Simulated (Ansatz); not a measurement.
Moving the functional in SiO2

The cell as given:

```yaml
crystal:
  lattice:
    - [0.00000, 4.71626, 7.36278]
    - [2.35958, 0.00000, 7.36278]
    - [2.35958, 4.71626, 0.00000]
  atoms:
    - { symbol: Si, position: [0.93677, 0.93677, 0.56323] }
    - { symbol: Si, position: [0.68677, 0.68677, 0.31323] }
    - { symbol: Si, position: [0.31323, 0.31323, 0.68677] }
    - { symbol: Si, position: [0.56323, 0.56323, 0.93677] }
    - { symbol: O, position: [0.06344, 0.43656, 0.06344] }
    - { symbol: O, position: [0.43656, 0.06344, 0.43656] }
    - { symbol: O, position: [0.81344, 0.18656, 0.81344] }
    - { symbol: O, position: [0.18656, 0.81344, 0.18656] }
    - { symbol: O, position: [0.12500, 0.62500, 0.62500] }
    - { symbol: O, position: [0.62500, 0.62500, 0.62500] }
    - { symbol: O, position: [0.62500, 0.62500, 0.12500] }
    - { symbol: O, position: [0.62500, 0.12500, 0.62500] }
```

The cell comes from a database or a generator and needn't be the stable form of this composition.

Kept alike: task relaxation of cell and atoms; k mesh 7 × 7 × 7; occupations fermi-dirac, width 0.05 eV; no spin polarisation. Program: Ansatz, Ansatz PAW. Cutoffs run from 420 to 500 eV. The mesh is that of the run's cell of 12 atoms. No spin-orbit coupling.

| run | volume (Å³/atom) | first edge of the run's cell (Å) | third edge of the run's cell (Å) |
| --- | --- | --- | --- |
| A | 13.495 | 8.717 | 5.252 |
| B | 13.651 | 8.747 | 5.273 |
| C | 13.809 | 8.779 | 5.297 |

The relaxations keep at least the cell's symmetry (Fddd). Relaxations stop with a little pressure left, so the last digits of a volume or edge aren't settled. Ansatz's relaxations hold a Pulay term in the stress (up to 0.8 GPa here). All rows use potentials made for PBE.

**Question.** The runs differ in the functional (and the cutoff that goes with it) alone: LDA; PBEsol; r2SCAN. Which run is which?

**Answer.** Run A is LDA; run B is r2SCAN; run C is PBEsol. The volume runs from 13.495 (LDA) to 13.809 Å³/atom (PBEsol). The first edge of the run's cell runs from 8.717 (LDA) to 8.779 Å (PBEsol). The third edge of the run's cell runs from 5.252 (LDA) to 5.297 Å (PBEsol).

Volume and both listed edges rise in the same order, from LDA through r2SCAN to PBEsol. LDA's contraction is its familiar overbinding: gradient corrections favour a more inhomogeneous density and so loosen the bonds. That r2SCAN stays more compact than PBEsol probably reflects its kinetic-energy-density dependence, which lets it treat the directional, partly covalent Si–O bond differently from regions of slowly varying density.

The structure is a framework of corner-sharing SiO4 tetrahedra, in which volume depends on the Si–O–Si angles as well as on bond length. Half of the oxygens sit on inversion centres, so their bridges are held straight by symmetry; only the other half can open or close. The expansion may therefore combine longer bonds with wider angles at the bent bridges, and cell dimensions alone can't separate the two. Because such frameworks can be compliant, the full span from LDA to PBEsol is a safer result than either step within it. Whether the straight bridges would bend if the symmetry were lowered, as they often do in silica, remains untested.
